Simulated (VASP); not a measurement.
Wanted: the native input for a VASP 6.6.1 run.

```
Task                   : relaxation of cell and atoms
Functional             : RPBE
Potentials or basis    : VASP PAW PBE potentials, release 64 (Ti_sv, O)
Cutoff                 : 600 eV
k mesh                 : 6 × 6 × 9
Occupations            : fermi-dirac, width 0.05 eV
Spin                   : no spin polarisation
Further INCAR settings : ALGO = Normal; EDIFF = 1e-07; IBRION = 2; EDIFFG = -0.01; NSW = 40; ISIF = 3
```

The structure of TiO2 lies in POSCAR:

```
TiO2
1.0
    4.5998373239      0.0000000000      0.0000000000
    0.0000000000      4.5998373239      0.0000000000
    0.0000000000      0.0000000000      2.9592135600
Ti O
2 4
Direct
    0.0000000000      0.0000000000      0.5000000000
    0.5000000000      0.5000000000      0.0000000000
    0.3043213200      0.3043213200      0.5000000000
    0.1956786800      0.8043213200      0.0000000000
    0.8043213200      0.1956786800      0.0000000000
    0.6956786800      0.6956786800      0.5000000000
```

The cell is a database's computed one.

The input as run:

INCAR

```
PREC     = Accurate       # precision mode
ENCUT    = 600            # plane-wave cutoff, eV
EDIFF    = 1E-7           # SCF threshold, eV
ISMEAR   = -1             # smearing method
SIGMA    = 0.05           # smearing width, eV
LREAL    = False          # projectors in reciprocal space
LASPH    = True           # aspherical terms in the spheres
NELM     = 100            # most SCF steps
ALGO     = Normal         # electronic algorithm
ISIF     = 3              # what is computed and relaxed
LWAVE    = False          # write WAVECAR
LCHARG   = False          # write CHGCAR
GGA      = RP             # functional
IBRION   = 2              # ionic algorithm
NSW      = 40             # ionic steps
EDIFFG   = -0.01          # ionic threshold
```

KPOINTS

```
Automatic mesh
0
Gamma
  6 6 9
```

Potentials or basis: VASP PAW PBE potentials, release 64 (Ti_sv, O).

Command:

```sh
$ cat potpaw_PBE.64/Ti_sv/POTCAR potpaw_PBE.64/O/POTCAR > POTCAR
$ mpirun -np 1 vasp_std > vasp.out
```

Results of the run:

```json
{
 "Relaxed volume": "10.93 Å³/atom",
 "Relaxed cell": "a = 4.688 Å, b = 4.688 Å, c = 2.983 Å, α = 90.00°, β = 90.00°, γ = 90.00°",
 "Space group after relaxing (to 0.05 Å)": "P4_2/mnm (No. 136)",
 "Energy gained by relaxing": "14.0 meV/atom",
 "Ionic steps": "8",
 "Pressure after relaxing": "0.0 GPa",
 "Band gap on the k mesh": "1.84 eV, direct"
}
```

Caveat: the PAW data sets were made with another functional, which shifts forces and pressure a little; an odd mesh through Γ misses points on the zone boundary, where band edges often lie.

Wall time 6 min on 1 thread of Intel(R) Xeon(R) 6975P-C (Granite Rapids), on a shared host, peak memory 0.25 GiB.
